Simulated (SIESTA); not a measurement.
## Pt under changes of volume

One of the cells (15.381 Å³/atom); the others are scaled copies at fixed shape and fractional positions:

```xyz
1
Lattice="0.0000 1.9739 1.9739 1.9739 0.0000 1.9739 1.9739 1.9739 0.0000" Properties=species:S:1:pos:R:3 pbc="T T T"
Pt    0.0000    0.0000    0.0000
```

* Program: SIESTA 5.4.2
* Functional: PBEsol
* Potentials or basis: PseudoDojo 0.4 standard (PBEsol files)
* Basis: DZP (energy shift 0.003 Ry; two zetas on semicore shells)
* Grid cutoff: 800 Ry
* Energy shift: 0.003 Ry
* k mesh: 12 × 12 × 12
* Occupations: fermi-dirac, width 0.05 eV
* Spin: no spin polarisation

```tsv
volume (Å³/atom)	energy over the lowest point (meV/atom)	pressure (GPa)
14.175	67.54	24.5
14.477	?	?
14.778	6.87	8.2
15.381	0.00	-3.8
15.683	12.44	-9.1
15.985	34.20	-13.7
```

Task: What does the run at 14.477 Å³/atom give?

Result: Energy over the lowest point 29.37 meV/atom; pressure 16.1 GPa.

Worked out: A Birch-Murnaghan fit of order 3 (a polynomial in V^(-2/3)) to the other rows has its minimum at 15.16 Å³/atom with B0 = V·E''(V) = 301 GPa and B' = 5.7. It gives 29.55 meV/atom at 14.477 Å³/atom, against the run's 29.37, and -dE/dV = 15.9 GPa, against 16.1.

Energies are extrapolated to zero smearing.

Caveats: short orbitals over semicore shells can move pressures by several GPa; the basis of atomic orbitals isn't converged, which shifts pressures, moduli and gaps.
